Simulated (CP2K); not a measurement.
# HfB2 under changes of volume

One of the cells (9.905 Å³/atom); the others are scaled copies at fixed shape and fractional positions:

```
CELL_PARAMETERS angstrom
3.14000 0.00000 0.00000
-1.57000 2.71932 0.00000
0.00000 0.00000 3.48000
ATOMIC_POSITIONS crystal
Hf 0.00000 0.00000 0.00000
B 0.66667 0.33333 0.50000
B 0.33333 0.66667 0.50000
```

| Item | Value |
| --- | --- |
| Program | CP2K 2026.2 |
| Functional | PBEsol |
| Potentials or basis | POTENTIAL_UZH Hf GTH-PBE-q12, B GTH-PBE-q3; TZVP-MOLOPT-PBE-GTH basis |
| Density cutoff | 6123 eV |
| k mesh | 10 × 10 × 8 |
| Occupations | fermi-dirac, width 0.05 eV |
| Spin | no spin polarisation |

| volume (Å³/atom) | energy over the lowest point (meV/atom) | pressure (GPa) |
| --- | --- | --- |
| 9.311 | 17.55 | 13.3 |
| 9.509 | 5.10 | 7.0 |
| 9.707 | 0.00 | 1.3 |
| 9.905 | ? | ? |
| 10.103 | 9.26 | -8.5 |
| 10.301 | 22.40 | -12.7 |
| 10.499 | 40.50 | -16.5 |

Problem. What does the run at 9.905 Å³/atom give?

Solution. Energy over the lowest point 1.42 meV/atom; pressure -3.9 GPa.

Worked out: A Birch-Murnaghan fit of order 3 (a polynomial in V^(-2/3)) to the other rows has its minimum at 9.76 Å³/atom with B0 = V·E''(V) = 260 GPa and B' = 3.9 at fixed shape and positions, which overstates the stiffness. It gives 1.61 meV/atom at 9.905 Å³/atom, against the run's 1.42, and -dE/dV = -3.8 GPa, against -3.9.

Energies are extrapolated to zero smearing.

Caveats: the potentials were made for another functional, which shifts forces and pressure; the basis of atomic orbitals isn't converged, which shifts pressures, moduli and gaps.
